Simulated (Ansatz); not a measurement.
Relaxed CaF2 (fluorite):

```yaml
crystal:
  lattice:
    - [0.00000, 2.75551, 2.75551]
    - [2.75551, 0.00000, 2.75551]
    - [2.75551, 2.75551, 0.00000]
  atoms:
    - { symbol: Ca, position: [0.00000, 0.00000, 0.00000] }
    - { symbol: F, position: [0.25000, 0.25000, 0.25000] }
    - { symbol: F, position: [0.75000, 0.75000, 0.75000] }
```

In each cell atom 3 (F, nearest neighbour Ca at 2.386 Å; its periodic images, 3.9 Å or more away, move with it) moves by s·(0.707, 0.707, 0.000) (along Cartesian [110]), the rest being held.

Method: PBE (plane waves to 420 eV, PAW, scalar-relativistic; Ansatz, a first-principles code). k mesh 8×8×8 (Γ-centred), Fermi-Dirac smearing 0.05 eV. F∥ is the force on the atom along that direction. F⊥ is the part of the force across the line. CaF2 was relaxed with its symmetry unable to fall. The PAW data are Ansatz's earlier set. 

```json
[
 {"s (Å)": "-0.480", "|F⊥| (eV/Å)": "[?]", "F∥ (eV/Å)": "2.628"},
 {"s (Å)": "-0.384", "|F⊥| (eV/Å)": "0.775", "F∥ (eV/Å)": "1.931"},
 {"s (Å)": "-0.288", "|F⊥| (eV/Å)": "0.412", "F∥ (eV/Å)": "1.345"},
 {"s (Å)": "-0.192", "|F⊥| (eV/Å)": "0.175", "F∥ (eV/Å)": "[?]"},
 {"s (Å)": "-0.096", "|F⊥| (eV/Å)": "[?]", "F∥ (eV/Å)": "0.408"},
 {"s (Å)": "0.000", "|F⊥| (eV/Å)": "0.000", "F∥ (eV/Å)": "0.000"},
 {"s (Å)": "0.096", "|F⊥| (eV/Å)": "[?]", "F∥ (eV/Å)": "-0.408"},
 {"s (Å)": "0.192", "|F⊥| (eV/Å)": "0.175", "F∥ (eV/Å)": "[?]"},
 {"s (Å)": "0.288", "|F⊥| (eV/Å)": "0.412", "F∥ (eV/Å)": "-1.345"},
 {"s (Å)": "0.384", "|F⊥| (eV/Å)": "0.775", "F∥ (eV/Å)": "-1.931"},
 {"s (Å)": "0.480", "|F⊥| (eV/Å)": "[?]", "F∥ (eV/Å)": "-2.628"}
]
```

Q: Fill in the missing entries.

A: 
- -0.480, |F⊥| (eV/Å): 1.298
- -0.192, F∥ (eV/Å): 0.846
- -0.096, |F⊥| (eV/Å): 0.043
- 0.096, |F⊥| (eV/Å): 0.043
- 0.192, F∥ (eV/Å): -0.846
- 0.480, |F⊥| (eV/Å): 1.298

(For displaced atoms, the force is minus the slope of the energy, and its curvature is a force constant, which sets phonon frequencies.)
